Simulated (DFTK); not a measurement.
A run of DFTK 0.8.2 is set up as follows.

run.jl

```julia
using DFTK
using PseudoPotentialData
using Unitful, UnitfulAtomic
using LinearAlgebra, Printf
include("save.jl")
disable_threading()

# lattice vectors are the columns
lattice = austrip(1u"Å") * [           0.0        2.72525        2.72525;
                  2.72525            0.0        2.72525;
                  2.72525        2.72525            0.0]
symbols   = [:Ga, :P]
positions = [[0.0, 0.0, 0.0],
             [0.75, 0.75, 0.75]]
pseudopotentials = PseudoFamily("dojo.nc.sr.pbe.v0_4_1.standard.upf")
elements = Dict(s => ElementPsp(s, pseudopotentials) for s in unique(symbols))
atoms    = [elements[s] for s in symbols]

build_model(lattice, positions; symmetries=true) =
    model_DFT(lattice, atoms, positions;
              functionals=PBE(),
              temperature=austrip(0.05u"eV"),
              smearing=Smearing.FermiDirac(),
              symmetries)
Ecut  = 40.0  # hartree
kgrid = [8, 8, 8]
tol   = 1e-6
to_GPa = ustrip(uconvert(u"GPa", 1u"hartree/bohr^3"))

results["points"] = []
for scale in [0.94, 0.96, 0.98, 1.0, 1.02, 1.04, 1.06]
    println("\n=== scale = ", scale)
    model = build_model(cbrt(scale) * lattice, positions)
    basis = PlaneWaveBasis(model; Ecut, kgrid)
    t0 = time()
    scfres = self_consistent_field(basis;
                                   tol,
                                   nbandsalg=AdaptiveBands(model; n_bands_converge=14))
    seconds = time() - t0
    @printf "SCF: %d iterations, %.1f s\n" scfres.n_iter seconds
    forces = compute_forces_cart(scfres)
    stress = compute_stresses_cart(scfres)
    @printf "V = %.5f Å^3  F = %.8f Ha  max force = %.5f eV/Å  p = %.4f GPa\n" ustrip(auconvert(u"Å^3", model.unit_cell_volume)) scfres.energies.total ustrip(auconvert(u"eV/Å", maximum(norm, forces))) (-tr(stress) / 3 * to_GPa)
    push!(results["points"], save_scf!(scfres; forces, stress, d=Dict{String,Any}("seconds" => seconds, "n_matvec" => get(scfres, :n_matvec, 0))))
end

# third-order Birch-Murnaghan fit in x = V^(-2/3)
V = [0.94, 0.96, 0.98, 1.0, 1.02, 1.04, 1.06] * abs(det(lattice))
E = [p["total"] for p in results["points"]]
x = V .^ (-2 / 3)
c = [x .^ 0 x x .^ 2 x .^ 3] \ E
Δ = c[3]^2 - 3c[2] * c[4]
if Δ > 0
    x0 = (-c[3] + sqrt(Δ)) / 3c[4]
    B0 = 4 / 9 * x0^(7 / 2) * (2c[3] + 6c[4] * x0)
    @printf "V0 = %.4f Å^3  B0 = %.2f GPa\n" ustrip(auconvert(u"Å^3", x0^(-3 / 2))) B0 * to_GPa
end
```

Potentials or basis: dojo.nc.sr.pbe.v0_4_1.standard.upf (PBE).

The run is started by

```bash
$ julia --threads=1 run.jl  # save.jl only writes the numbers to a file and isn't shown; printed stress counts tension as positive; times include loading and compiling
```

Problem. Predict the equilibrium volume.

Solution. 20.89 Å³/atom.

Problem. Predict the pressure derivative of the bulk modulus.

Solution. 4.5.

Energy against volume, from the lowest point:
```tsv
volume (Å³/atom)	energy (meV/atom)
19.026	47.17
19.431	27.74
19.836	13.84
20.240	4.91
20.645	0.45
21.050	0.00
21.455	3.15
```

PBE usually gives volumes a little too large and moduli too small.

**The experiment to reproduce.**

From “Phosphorous dimerization in GaP at high pressure”, 2017, arxiv:1709.06667, for a bulk crystal of GaP: bulk modulus 87.5 ± 0.6 GPa.

A measured bulk modulus of GaP is 87.5 GPa (“Phosphorous dimerization in GaP at high pressure”, 2017, arxiv:1709.06667); the calculated 77 GPa misses it by -12.3 %. The fit is for a static lattice scaled at fixed shape and fixed fractional positions.
